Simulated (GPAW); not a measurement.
## A GW chain in GPAW: KBr (Fm-3m)

Wanted: ground state, empty states, screening and self-energy for KBr (Fm-3m).

Main program and level: GPAW 26.7.0; PBE and many-body steps on it, plane waves.

## (1) Set-up

The structure is cubic, space group Fm-3m (No. 225). The conventional cell has a = 6.600 Å, b = 6.600 Å, c = 6.600 Å, α = 90.00°, β = 90.00°, γ = 90.00°. K has 6 Br at 3.30 Å nearest. Nearest to Br lie 6 K at 3.30 Å. Farther neighbours and most contacts between anions are not listed.

The cell and positions come from the Crystallography Open Database and are kept as given unless a step says otherwise.

## (2) Ground state

This step: GPAW 26.7.0; DFT, PBE, plane waves, PAW.

The ground-state density comes first.

The input, run.py:

```python
import json
import numpy as np
from gpaw.mpi import world
from ase import Atoms
from gpaw import GPAW, PW, FermiDirac

atoms = Atoms(['K', 'Br'],
    cell=[[0.0000000000, 3.3000000000, 3.3000000000],
      [3.3000000000, 0.0000000000, 3.3000000000],
      [3.3000000000, 3.3000000000, 0.0000000000]],
    scaled_positions=[[0.0000000000, 0.0000000000, 0.0000000000],
      [0.5000000000, 0.5000000000, 0.5000000000]],
    pbc=(True, True, True))
calc = GPAW(mode=PW(450),
    xc='PBE',
    kpts={'size': (6, 6, 6), 'gamma': True},
    occupations=FermiDirac(0.001),
    nbands=-7,
    convergence={'density': 1e-6, 'bands': -3},
    maxiter=100,
    txt='gs.txt')
atoms.calc = calc
res = {'energy': atoms.get_potential_energy()}
kpts = calc.get_ibz_k_points()
res['kpts'] = kpts
res['eigenvalues'] = [calc.get_eigenvalues(kpt=k) for k in range(len(kpts))]
res['n_electrons'] = calc.get_number_of_electrons()
calc.write('gs.gpw')

if world.rank == 0:
    with open('result.json', 'w') as f:
        json.dump(res, f, default=lambda x: x.tolist())
```

On the command line:

```sh
> mpirun -n 4 gpaw python run.py
```

Numbers of over 12 decimals in the logs are rounded to 6 here.

The log of the run:

```text
__  _  _
 | _ |_)|_||  |
 |__||  | ||/\| - 26.7.0

Input parameters:
  mode=PW(ecut=450.000000),
  convergence={'density': 1e-06, 'bands': -3},
  kpts=MonkhorstPack(size=(6, 6, 6), gamma=True),
  maxiter=100,
  nbands=-7,
  occupations=Occupations(name='fermi-dirac', width=0.001, fixmagmom=False),
  xc=XC(name='PBE')
  [... matrices ...]
Diagonalizing LCAO Hamiltonian
Converting LCAO to pw mode

                 Br

       K

Atoms  # Å, Bohr magnetons
|   | symbol |        x |        y |        z |    initial magnetic moments |
| 0 |      K | 0.000000 | 0.000000 | 0.000000 | ( 0.0000,  0.0000,  0.0000) |
| 1 |     Br | 3.300000 | 3.300000 | 3.300000 | ( 0.0000,  0.0000,  0.0000) |

Unit cell  # Å
| periodic |        x |        y |        z |  lengths |    angles |
|      yes | 0.000000 | 3.300000 | 3.300000 | 4.666905 | 60.000000 |
|      yes | 3.300000 | 0.000000 | 3.300000 | 4.666905 | 60.000000 |
|      yes | 3.300000 | 3.300000 | 0.000000 | 4.666905 | 60.000000 |

Number of symmetries: 48
Symmetry operations  # r_c * U_cc + t_c -> r_c
|    | kind |            matrix            |
|  0 |  σ   |  1, 0, 0,  1, 0,-1,  1,-1, 0 |
|  1 |  C2  |  1, 0, 0,  1,-1, 0,  1, 0,-1 |
|  2 |  E   |  1, 0, 0,  0, 1, 0,  0, 0, 1 |
|  3 |  σ   |  1, 0, 0,  0, 0, 1,  0, 1, 0 |
|  4 |  C4  |  1, 0,-1,  1, 0, 0,  1,-1, 0 |
|  5 |  S6  |  1, 0,-1,  1,-1, 0,  1, 0, 0 |
|  6 |  σ   |  1, 0,-1,  0, 1,-1,  0, 0,-1 |
|  7 |  C3  |  1, 0,-1,  0, 0,-1,  0, 1,-1 |
|  8 |  S6  |  1,-1, 0,  1, 0, 0,  1, 0,-1 |
|  9 |  C4  |  1,-1, 0,  1, 0,-1,  1, 0, 0 |
| 10 |  C3  |  1,-1, 0,  0,-1, 1,  0,-1, 0 |
| 11 |  σ   |  1,-1, 0,  0,-1, 0,  0,-1, 1 |
| 12 |  σ   |  0, 1, 0,  1, 0, 0,  0, 0, 1 |
| 13 |  C4  |  0, 1, 0,  0, 1,-1, -1, 1, 0 |
| 14 |  C3  |  0, 1, 0,  0, 0, 1,  1, 0, 0 |
| 15 |  S6  |  0, 1, 0, -1, 1, 0,  0, 1,-1 |
| 16 |  C2  |  0, 1,-1,  1, 0,-1,  0, 0,-1 |
| 17 |  σ   |  0, 1,-1,  0, 1, 0, -1, 1, 0 |
| 18 |  S4  |  0, 1,-1,  0, 0,-1,  1, 0,-1 |
| 19 |  C4  |  0, 1,-1, -1, 1, 0,  0, 1, 0 |
| 20 |  C3  |  0, 0, 1,  1, 0, 0,  0, 1, 0 |
| 21 |  σ   |  0, 0, 1,  0, 1, 0,  1, 0, 0 |
| 22 |  S6  |  0, 0, 1,  0,-1, 1, -1, 0, 1 |
| 23 |  C4  |  0, 0, 1, -1, 0, 1,  0,-1, 1 |
| 24 |  S4  |  0, 0,-1,  1, 0,-1,  0, 1,-1 |
| 25 |  C3  |  0, 0,-1,  0, 1,-1,  1, 0,-1 |
| 26 |  C2  |  0, 0,-1,  0,-1, 0, -1, 0, 0 |
| 27 |  S6  |  0, 0,-1, -1, 0, 0,  0,-1, 0 |
| 28 |  S4  |  0,-1, 1,  1,-1, 0,  0,-1, 0 |
| 29 |  C4  |  0,-1, 1,  0, 0, 1, -1, 0, 1 |
| 30 |  C2  |  0,-1, 1,  0,-1, 0,  1,-1, 0 |
| 31 |  σ   |  0,-1, 1, -1, 0, 1,  0, 0, 1 |
| 32 |  C3  |  0,-1, 0,  1,-1, 0,  0,-1, 1 |
| 33 |  S6  |  0,-1, 0,  0, 0,-1, -1, 0, 0 |
| 34 |  S4  |  0,-1, 0,  0,-1, 1,  1,-1, 0 |
| 35 |  C2  |  0,-1, 0, -1, 0, 0,  0, 0,-1 |
| 36 |  C2  | -1, 1, 0,  0, 1, 0,  0, 1,-1 |
| 37 |  S6  | -1, 1, 0,  0, 1,-1,  0, 1, 0 |
| 38 |  S4  | -1, 1, 0, -1, 0, 1, -1, 0, 0 |
| 39 |  C3  | -1, 1, 0, -1, 0, 0, -1, 0, 1 |
| 40 |  S6  | -1, 0, 1,  0, 0, 1,  0,-1, 1 |
| 41 |  C2  | -1, 0, 1,  0,-1, 1,  0, 0, 1 |
| 42 |  C3  | -1, 0, 1, -1, 1, 0, -1, 0, 0 |
| 43 |  S4  | -1, 0, 1, -1, 0, 0, -1, 1, 0 |
| 44 |  C2  | -1, 0, 0,  0, 0,-1,  0,-1, 0 |
| 45 |  i   | -1, 0, 0,  0,-1, 0,  0, 0,-1 |
| 46 |  σ   | -1, 0, 0, -1, 1, 0, -1, 0, 1 |
| 47 |  C2  | -1, 0, 0, -1, 0, 1, -1, 1, 0 |

BZ-sampling:
  Number of BZ points: 216
  Number of IBZ points: 16

  Monkhorst-Pack size: [6, 6, 6]
  Monkhorst-Pack shift: [0.083333, 0.083333, 0.083333]

K-points  # in reciprocal-cell coordinates
|     |                                coordinates |     weight |
|   0 | (  0.00000000,   0.00000000,   0.00000000) | 0.00462963 |
|   1 | (  0.16666667,   0.16666667,   0.00000000) | 0.02777778 |
|   2 | (  0.16666667,   0.16666667,   0.16666667) | 0.03703704 |
|   3 | (  0.33333333,   0.16666667,   0.16666667) | 0.05555556 |
|   4 | (  0.33333333,   0.33333333,  -0.33333333) | 0.05555556 |
|   5 | (  0.33333333,   0.33333333,   0.00000000) | 0.02777778 |
|   6 | (  0.33333333,   0.33333333,   0.16666667) | 0.11111111 |
|   7 | (  0.33333333,   0.33333333,   0.33333333) | 0.03703704 |
|   8 | (  0.50000000,   0.33333333,  -0.33333333) | 0.11111111 |
|   9 | (  0.50000000,   0.33333333,  -0.16666667) | 0.05555556 |
| ... |                                            |            |
|  15 | (  0.50000000,   0.50000000,   0.50000000) | 0.01851852 |

Plane wave coefficients: 1588
Cutoff: 450.000000 eV

Spin-components: 1 (collinear spins)
Bands:           15
Projectors:      10
Spin-degeneracy: 2
Datatype:        complex128

  Storage: CPU
  Wave functions: 5_648_640 bytes (1_412_160 per core)
  Projectors: 7_908_096 bytes (1_977_024 per core)
  [... matrices ...]
Parallelization:
  kpt:    4
  domain: 1
  band:   1

Density:
  Valence electrons: 16.0
  Components: 1
  Grid points: [24 24 24]
  Charge: 0.0  # |e|

Potential:
  Grid points: [24 24 24]

species:
  K:
    name:    Potassium
    Z:       19.0
    valence: 9
    core:    10
    charge:  0.0  # [|e|]
    compensation charges:
      type: gauss
      rc: 0.35  # [Å]
      lmax: 2
    cutoffs:
      filter: 1.91  # [Å]
      core: 1.27  # [Å]
    projectors
    | kind |    occ | energy [eV] | rcut [Å] |
    |   3s |  2.000 |     -35.338 |    1.122 |
    |   4s |  1.000 |      -2.319 |    1.122 |
    |   3p |  6.000 |     -18.813 |    1.106 |
    |    p |        |       8.398 |    1.106 |
    |    d |        |       0.000 |    0.937 |

    Using partial waves for K as LCAO basis

  Br:
    name:    Bromine
    Z:       35.0
    valence: 7
    core:    28
    charge:  0.0  # [|e|]
    compensation charges:
      type: gauss
      rc: 0.35  # [Å]
      lmax: 2
    cutoffs:
      filter: 1.98  # [Å]
      core: 2.38  # [Å]
    projectors
    | kind |    occ | energy [eV] | rcut [Å] |
    |   4s |  2.000 |     -20.121 |    1.111 |
    |   4p |  5.000 |      -7.861 |    1.111 |
    |    s |        |       7.091 |    1.111 |
    |    p |        |      19.351 |    1.111 |
    |    d |        |       0.000 |    1.111 |

    Using partial waves for Br as LCAO basis

Reference energy: -87284.500948  # eV

eigensolver:
  PPCG
  Converge bands: -3
  niter=2

density mixing:
  MSR1-Mixer
  Pratt-step length: 0.05
  Maximum mixing coefficient: 0.75
  Old densities: 10
  SVD Regularization: 0.005
  Good broyden scale: 1.0
  Trust region scale: 1.0
  Backstep threshold: 4.0
  History deletion threshold: 6.0
  Fourier metric: weight=20.0, sigma=0.015

occupation numbers:
  Fermi-Dirac:
    width: 0.0010  # eV

poisson solver:
  ecut: 3600.000000  # eV

xc functional:
  name: PBE with 2 nearest neighbor stencil

Initialization done in: 1.135 s

convergence criteria:
- Maximum integral of absolute [dens]ity change: 1e-06 electrons / valence electron
- Maximum [total energy] change in last 3 cyles: 0.0005 eV / valence electron
- Maximum integral of absolute [eigenst]ate change: 4e-08 eV^2 / valence electron
maximum number of iterations: 100

SCF iterations
|iter     |     time |      energy | eigst |  dens |
|iter:   1|  |   -6.489415 | +1.65 |       |
|iter:   2|  |   -6.465737 | +0.51 | -1.32 |
|iter:   3|  |   -6.356646 | -0.21 | -1.35 |
|iter:   4|  |   -6.359096 | -0.89 | -1.72 |
|iter:   5|  |   -6.361127c| -1.51 | -2.08 |
|iter:   6|  |   -6.361275c| -2.34 | -2.80 |
|iter:   7|  |   -6.361284c| -2.82 | -3.54 |
|iter:   8|  |   -6.361286c| -3.26 | -3.99 |
|iter:   9|  |   -6.361286c| -3.57 | -5.13 |
|iter:  10|  |   -6.361286c| -3.80 | -5.51 |
|iter:  11|  |   -6.361286c| -4.35 | -6.83c|
|iter:  12|  |   -6.361286c| -4.81 | -7.25c|
|iter:  13|  |   -6.361286c| -5.20 | -8.47c|
|iter:  14|  |   -6.361286c| -5.55 | -8.92c|
|iter:  15|  |   -6.361286c| -5.87 | -9.89c|
|iter:  16|  |   -6.361286c| -6.26 |-10.31c|
|iter:  17|  |   -6.361286c| -6.63 |-10.83c|
|iter:  18|  |   -6.361286c| -7.14 |-11.31c|
|iter:  19|  |   -6.361286c| -7.45c|-11.67c|

Converged in 19 steps
SCF loop duration: 4.353 s (0.229 s/step)
Energy contributions relative to reference atoms: (reference = -87284.500948)
  [... matrices ...]
Energy contributions:
  Kinetic:           5.102259
  Coulomb:          -4.328749
  Zero:             -0.662098
  External:          0.000000
  Xc:               -6.472698
  Entropy:          -0.000000
  Spinorbit:         0.000000
  ----------------------------
  Free energy:      -6.361286
  Extrapolated:     -6.361286

dipole moment: (-24.049608, -24.049608, -24.049608)  # |e|*Ang

Fermi level: 1.613
Eigenvalues  # (at kpt = [0.000, 0.000, 0.000])
| band index |      eig [eV] | occ [0-2] |
|          0 |       -27.952 |     2.000 |
|          1 |       -12.477 |     2.000 |
|          2 |       -11.459 |     2.000 |
|          3 |       -11.459 |     2.000 |
|          4 |       -11.459 |     2.000 |
|          5 |        -0.198 |     2.000 |
|          6 |        -0.198 |     2.000 |
|          7 |        -0.198 |     2.000 |
|          8 |         4.244 |     0.000 |
|          9 |         7.404 |     0.000 |
|         10 |         7.404 |     0.000 |
|         11 |         7.404 |     0.000 |
|         12 |         8.215 |     0.000 |
|         13 |         8.215 |     0.000 |
|         14 |        11.415 |     0.000 |

Gap: 4.442 eV
Transition (v -> c):
  (s=0, k=0, n=7, [0.00, 0.00, 0.00]) -> (s=0, k=0, n=8, [0.00, 0.00, 0.00])
No difference between direct/indirect transitions
# Writing to gs.gpw (mode='')
  [... matrices ...]
```

It took 7.4 s on 4 MPI ranks of Arm Neoverse V1, shared host; peak memory 0.62 GiB; 29 s of CPU time.

This step gave:

- total energy: -6.361 eV
- gap: 4.442 eV
- k of the valence top: 0, 0, 0
- k of the conduction bottom: 0, 0, 0
- least direct gap: 4.442 eV

The gap is direct, at Γ.

## (3) Bands along the symmetry lines

The cheap functional maps the bands first; the places of the edges decide which points the dearer methods must see.

The input, run.py:

```python
import json
import numpy as np
from gpaw.mpi import world
from gpaw import GPAW

path = [[0.000000, 0.000000, 0.000000],
    [0.062500, 0.000000, 0.062500],
    [0.125000, 0.000000, 0.125000],
    [0.187500, 0.000000, 0.187500],
    [0.250000, 0.000000, 0.250000],
    [0.312500, 0.000000, 0.312500],
    [0.375000, 0.000000, 0.375000],
    [0.437500, 0.000000, 0.437500],
    [0.500000, 0.000000, 0.500000],
    [0.515625, 0.031250, 0.515625],
    [0.531250, 0.062500, 0.531250],
    [0.546875, 0.093750, 0.546875],
    [0.562500, 0.125000, 0.562500],
    [0.578125, 0.156250, 0.578125],
    [0.593750, 0.187500, 0.593750],
    [0.609375, 0.218750, 0.609375],
    [0.625000, 0.250000, 0.625000],
    [0.375000, 0.375000, 0.750000],
    [0.328125, 0.328125, 0.656250],
    [0.281250, 0.281250, 0.562500],
    [0.234375, 0.234375, 0.468750],
    [0.187500, 0.187500, 0.375000],
    [0.140625, 0.140625, 0.281250],
    [0.093750, 0.093750, 0.187500],
    [0.046875, 0.046875, 0.093750],
    [0.000000, 0.000000, 0.000000],
    [0.062500, 0.062500, 0.062500],
    [0.125000, 0.125000, 0.125000],
    [0.187500, 0.187500, 0.187500],
    [0.250000, 0.250000, 0.250000],
    [0.312500, 0.312500, 0.312500],
    [0.375000, 0.375000, 0.375000],
    [0.437500, 0.437500, 0.437500],
    [0.500000, 0.500000, 0.500000],
    [0.500000, 0.468750, 0.531250],
    [0.500000, 0.437500, 0.562500],
    [0.500000, 0.406250, 0.593750],
    [0.500000, 0.375000, 0.625000],
    [0.500000, 0.343750, 0.656250],
    [0.500000, 0.312500, 0.687500],
    [0.500000, 0.281250, 0.718750],
    [0.500000, 0.250000, 0.750000],
    [0.500000, 0.218750, 0.718750],
    [0.500000, 0.187500, 0.687500],
    [0.500000, 0.156250, 0.656250],
    [0.500000, 0.125000, 0.625000],
    [0.500000, 0.093750, 0.593750],
    [0.500000, 0.062500, 0.562500],
    [0.500000, 0.031250, 0.531250],
    [0.500000, 0.000000, 0.500000]]
calc = GPAW('gs.gpw').fixed_density(kpts=path,
    symmetry='off',
    nbands=18,
    convergence={'bands': 14},
    txt='bands.txt')
res = {}
kpts = calc.get_ibz_k_points()
res['kpts'] = kpts
res['eigenvalues'] = [calc.get_eigenvalues(kpt=k) for k in range(len(kpts))]
res['n_electrons'] = calc.get_number_of_electrons()

if world.rank == 0:
    with open('result.json', 'w') as f:
        json.dump(res, f, default=lambda x: x.tolist())
```

On the command line:

```sh
> mpirun -n 4 gpaw python run.py
```

The log of the run:

```text
Diagonalizing LCAO Hamiltonian
Converting LCAO to pw mode
convergence criteria:
- Maximum integral of absolute [eigenst]ate change: 4e-08 eV^2 / valence electron
maximum number of iterations: 100

SCF iterations
|iter     |     time |      energy | eigst |  dens |
|iter:   1|  |             | +2.09 |       |
|iter:   2|  |             | +1.08 |       |
|iter:   3|  |             | +0.20 |       |
[...]
|iter:   9|  |             | -5.65 |       |
|iter:  10|  |             | -6.66 |       |
|iter:  11|  |             | -7.43c|       |
SCF steps: 11
  __  _  _
 | _ |_)|_||  |
 |__||  | ||/\| - 26.7.0

Input parameters:
  mode=PW(ecut=450.000000),
  convergence={'bands': 14},
  gpts=array([24, 24, 24]),
  kpts=KPoints(kpts=array([[0.      , 0.      , 0.      ],
         [0.0625  , 0.      , 0.0625  ],
         [0.125   , 0.      , 0.125   ],
         [0.1875  , 0.      , 0.1875  ],
[...]
[0.515625, 0.03125 , 0.515625],
[...]
[0.546875, 0.09375 , 0.546875],
[...]
[0.578125, 0.15625 , 0.578125],
[...]
[0.609375, 0.21875 , 0.609375],
[...]
[0.328125, 0.328125, 0.65625 ],
[...]
[0.234375, 0.234375, 0.46875 ],
[...]
[0.140625, 0.140625, 0.28125 ],
[...]
[0.046875, 0.046875, 0.09375 ],
[...]
[0.5     , 0.0625  , 0.5625  ],
         [0.5     , 0.03125 , 0.53125 ],
         [0.5     , 0.      , 0.5     ]])),
  maxiter=100,
  nbands=18,
  occupations=Occupations(name='fermi-dirac', width=0.001, fixmagmom=False),
  parallel={},
  symmetry=Symmetry(point_group=False, time_reversal=False),
  xc=XC(name='PBE')
  [... matrices ...]
timing:  # [seconds]
  Total: 0.030  # ━━━━━━━━━━━━━━━━━━━━━━━━━━━━━━━━━━━━━━━━━━━━━━━━━━━━━━━━━━━
```

The job ended after 10 s (4 MPI ranks; peak memory 0.66 GiB; 41 s of CPU time).

This step gave:

```
gap                        : 4.442 eV
k of the valence top       : 0, 0, 0
k of the conduction bottom : 0, 0, 0
least direct gap           : 4.442 eV
```

The gap is 4.442 eV, as in the run before at this level.

Electronic bands along the path, in eV, zero at the top of the highest filled band; v1 is the highest filled band, c1 the lowest empty one:

```csv
point,v4,v3,v2,v1,c1,c2,c3,c4
Γ,-11.26,0.00,0.00,0.00,4.44,7.60,7.60,7.60
halfway,-11.17,-0.70,-0.16,-0.16,5.91,6.54,8.82,9.03
X,-11.30,-0.81,-0.29,-0.29,5.87,7.21,9.33,9.50
halfway,-11.26,-0.78,-0.40,-0.30,6.08,7.47,9.11,9.49
U,-11.19,-0.70,-0.64,-0.33,6.59,8.16,8.46,9.15
jump to K,-11.19,-0.70,-0.64,-0.33,6.59,8.16,8.46,9.15
halfway,-11.11,-0.78,-0.24,-0.24,6.16,7.28,8.37,8.87
Γ,-11.26,0.00,0.00,0.00,4.44,7.60,7.60,7.60
halfway,-11.13,-0.67,-0.17,-0.17,5.69,7.49,8.30,8.30
L,-11.01,-1.18,-0.33,-0.33,6.59,8.23,9.72,9.72
halfway,-11.09,-0.96,-0.47,-0.36,7.01,7.80,8.89,9.29
W,-11.16,-0.59,-0.59,-0.53,7.39,7.39,8.26,8.98
halfway,-11.23,-0.75,-0.41,-0.38,6.29,7.66,8.73,9.38
X,-11.30,-0.81,-0.29,-0.29,5.87,7.21,9.33,9.50
```

The electronic bands as a text plot (rows in eV, shown from -8.0 to 8.4 only):

```
    8.1 |+ ++            +++    +++++ ++ ++++  ++++++++  ++++
    7.4 |++++      ++++++   +++++++++++++++++++        +++++ ++++
    6.7 |    ++++++      +++  ++               ++++++++     +
    6.0 |     +++++++++++       +           +++              ++++
    5.3 |    +                   ++++      +
    4.7 |++++                        ++++++
    4.0 |
    3.3 |
    2.6 |
    1.9 |
    1.2 |
    0.5 |
   -0.1 |************************************************    ****
   -0.8 |    **********************         *****   *************
   -1.5 |                                        ***
   -2.2 |
   -2.9 |
   -3.6 |
   -4.2 |
   -4.9 |
   -5.6 |
   -6.3 |
   -7.0 |
   -7.7 |
         Γ           X  U|K            Γ         L        W     X
```

## (4) Empty states on the mesh, 4×4×4 mesh, 309 bands

The sums over transitions need many empty states on a uniform mesh; this step solves for them.

The input, run.py:

```python
import json
import numpy as np
from gpaw.mpi import world
from gpaw import GPAW

calc = GPAW('gs.gpw').fixed_density(kpts={'size': (4, 4, 4), 'gamma': True},
    parallel={'domain': 1, 'band': 1},
    txt='nscf.txt')
calc.diagonalize_full_hamiltonian(nbands=309)
calc.write('full.gpw', mode='all')
res = {}
kpts = calc.get_ibz_k_points()
res['kpts'] = kpts
res['eigenvalues'] = [calc.get_eigenvalues(kpt=k) for k in range(len(kpts))]
res['n_electrons'] = calc.get_number_of_electrons()

if world.rank == 0:
    with open('result.json', 'w') as f:
        json.dump(res, f, default=lambda x: x.tolist())
```

On the command line:

```sh
> mpirun -n 4 gpaw python run.py
```

The log of the run:

```text
Diagonalizing LCAO Hamiltonian
Converting LCAO to pw mode
convergence criteria:
- Maximum integral of absolute [eigenst]ate change: 4e-08 eV^2 / valence electron
maximum number of iterations: 100

SCF iterations
|iter     |     time |      energy | eigst |  dens |
|iter:   1|  |             | +1.58 |       |
|iter:   2|  |             | +0.58 |       |
|iter:   3|  |             | -0.20 |       |
[...]
|iter:  32|  |             | -7.20 |       |
|iter:  33|  |             | -7.39 |       |
|iter:  34|  |             | -7.51c|       |
SCF steps: 34
  __  _  _
 | _ |_)|_||  |
 |__||  | ||/\| - 26.7.0

Input parameters:
  mode=PW(ecut=450.000000),
  convergence={'density': 1e-06, 'bands': -3},
  gpts=array([24, 24, 24]),
  kpts=MonkhorstPack(size=(4, 4, 4), gamma=True),
  maxiter=100,
  nbands=15,
  occupations=Occupations(name='fermi-dirac', width=0.001, fixmagmom=False),
  parallel={'domain': 1, 'band': 1},
  xc=XC(name='PBE')
Matrix size: 1587x1587
# Writing to full.gpw (mode='all')
  [... matrices ...]

timing:  # [seconds]
  Total: 9.885  # ━━━━━━━━━━━━━━━━━━━━━━━━━━━━━━━━━━━━━━━━━━━━━━━━━━━━━━━━━━━
```

Elapsed: 16 s, on 4 MPI ranks; peak memory 1.4 GiB; 63 s of CPU time.

Numbers from this step:

```
gap                                                           : 4.442 eV
k of the valence top                                          : 0, 0, 0
k of the conduction bottom                                    : 0, 0, 0
least direct gap                                              : 4.442 eV
k points computed                                             : 8
lowest point of the top converged band, above the valence top : 146.1837 eV
```

On this mesh the gap is 4.442 eV.

(Part 1 of 2 ends here.)

[Paths, hosts, dates, memory and timing lines, banners, echoed tables and standing remarks are left out of the program output.]

[Logs are printed without paths, hosts, clocks, repeated set-up lines and the standing remarks that a program may print on its own settings, such as how far it seeks lower states.]

[Runs of the session that timed out or met a known fault of the program may be left out.]

[Hosts, paths, dates, database ids (printed as entryN), source tags and the programs' standing remarks are cut or masked in the printed files.]
